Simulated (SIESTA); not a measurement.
The system is CdS.

```
CELL_PARAMETERS angstrom
0.00000 2.75324 2.75324
2.75324 0.00000 2.75324
2.75324 2.75324 0.00000
ATOMIC_POSITIONS crystal
Cd 0.00000 0.00000 0.00000
S 0.50000 0.50000 0.50000
```

Measurements of this composition are mostly on another form, of space group No. 186.

* Program: SIESTA 5.4.2
* Task: single point
* Functional: PBE
* Potentials or basis: PseudoDojo 0.4 standard (PBE files)
* Basis: DZP (energy shift 0.002 Ry)
* Grid cutoff: 800 Ry
* Energy shift: 0.002 Ry
* k mesh: 8 × 8 × 8
* Occupations: fermi-dirac, width 0.05 eV
* Spin: no spin polarisation

On this cell: pressure 0.2 GPa; largest force zero by symmetry; band gap on the k mesh 0.28 eV, indirect (least direct gap 1.65 eV).

The same run follows on a disturbed copy (atoms moved at random, drawn with an rms of 0.05 Å):

```
Cd S
1.0
     0.00000    2.75324    2.75324
     2.75324    0.00000    2.75324
     2.75324    2.75324    0.00000
Cd S
1 1
Direct
  0.00435 0.97727 0.01314
  0.50084 0.49397 0.49740
```

**Question.** What does the disturbed cell give?

**Answer.** The energy moves by +1.5 meV/atom; pressure 0.3 GPa; largest force 0.097 eV/Å; band gap on the k mesh 0.28 eV, indirect (least direct gap 1.65 eV).

Forces in eV/Å, atoms in the order of the input:
```
Cd   0.004 -0.081  0.054
S   -0.003  0.081 -0.054
```

Stress tensor (GPa, compression positive):
```
0.17 0.00 0.00
0.00 0.44 0.03
0.00 0.03 0.27
```

Caveats: semicore shells carry a single zeta, which can move pressures by several GPa and volumes by a few percent; the basis of atomic orbitals isn't converged, which shifts pressures, moduli and gaps.

A k mesh can miss the band edges.
